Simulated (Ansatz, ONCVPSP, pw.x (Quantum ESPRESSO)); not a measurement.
tellurium (Te) (sc): variants of one ONCV potential in the solid

```
Element                 : Te
Generator               : ONCVPSP 4.0.1.1 (patched build)
Type                    : optimised norm-conserving Vanderbilt (ONCV)
Functional              : PBE
Relativity              : scalar-relativistic
Frozen core             : [Kr] 4d10
Valence charge          : 6
Reference configuration : 5s1 5p5
Partial waves           : 5s: rc 1.75 bohr, ncon 3, nbas 6, qcut 3 1/bohr, 2 projectors, debl 0.8 Ha; 5p: rc 2.10 bohr, ncon 4, nbas 7, qcut 4.1 1/bohr, 1 projector; d scattering state at 0.36 Ha: rc 2.05 bohr, ncon 4, nbas 7, qcut 4.7 1/bohr, 3 projectors, debl 3.4 Ha
Local potential         : polynomial inside 1.55 bohr (lpopt 5, dvloc0 6 Ha)
Core correction         : Teter function, fcfact 4, rcfact 1.1
```

Crystal test: sc Te in pw.x 7.5, no spin, 10³ k-points, Fermi–Dirac smearing 0.01 Ry, cutoffs set for each file from its atomic test. The reference is all-electron LAPW (Ansatz 0.2.0) with the same functional, mesh and smearing; V0 and B0 come from Birch–Murnaghan fits to the pressures at five volumes. Errors are pseudo minus all-electron; Δ is the rms difference of the E(V) curves that follow from these fits, minima aligned, over ±6 % about the mean V0. Mesh and smearing are coarse, so the numbers serve the comparison and aren't converged zero-temperature values; the lattice is a test structure that the element need not adopt.

All-electron: a0 = 3.203 Å (V0 = 32.86 Å³/atom), B0 = 49.4 GPa.

Base: The generator flags a localised state at positive energy (d at 17 eV).

1 further variants are left out: they gave no file fit for a test, a broken result, the same result as the base, or pressures whose basis-set error rivals the error shown.

| change | cutoffs (Ry) | pw.x | a0 (Å) | a0 error (%) | B0 error (%) | Δ (meV/atom) | mean pressure error (GPa) |
| --- | --- | --- | --- | --- | --- | --- | --- |
| base | 95/380 | converged | 3.193 | -0.31 | +1.9 | 3.3 | -0.46 |
| d: nproj 1 | 95/380 | converged | 3.188 | -0.45 | +2.3 | 4.9 | -0.67 |
| local potential polynomial inside 1.56 bohr (lpopt 5, dvloc0 6 Ha) | 95/380 | converged | 3.193 | -0.30 | +1.9 | 3.3 | -0.45 |
| local potential polynomial inside 1.55 bohr (lpopt 5, dvloc0 2.5 Ha) | 95/380 | converged | 3.189 | -0.43 | +2.3 | 4.6 | -0.63 |
| local potential polynomial inside 1.40 bohr (lpopt 4, dvloc0 6 Ha) | 95/380 | converged | 3.191 | -0.37 | +2.0 | 4.0 | -0.55 |
